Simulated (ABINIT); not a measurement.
NiO:

```
Ni O
1.0
     0.00000    2.08590    2.08590
     2.08590    0.00000    2.08590
     2.08590    2.08590    0.00000
Ni O
1 1
Cartesian
  0.0000 0.0000 0.0000
  2.0859 2.0859 2.0859
```

Base run:

* Program: ABINIT 10.8.3 (patched build)
* Functional: PBEsol
* Potentials or basis: PseudoDojo NC SR PBEsol v0.4.1 standard
* Cutoff: 1333 eV
* k mesh: 11 × 11 × 11
* Occupations: fermi-dirac, width 0.05 eV
* Spin: collinear spin, ferromagnetic start
* Starting moments: [1.0, 0.0] μB

Its results: band gap on the k mesh none (metal or under the smearing width); pressure -12.3 GPa; net moment 0.00 μB per cell.

Task: The run is repeated on the same cell with these changes: moments at the start from [1.0, 0.0] to [2.5, 0.0]. What comes out?

Result: Band gap on the k mesh none (metal or under the smearing width); pressure -6.9 GPa; net moment 1.55 μB per cell; site moments Ni +1.28; O +0.26 μB.

Caveats: semilocal functionals often make such compounds metallic where correlation or magnetic order opens a gap, which also shifts bond lengths; small starting moments can end in a higher magnetic state in this program (some runs); a cell with one magnetic atom can't hold antiferromagnetic order, which such compounds often take (some runs).
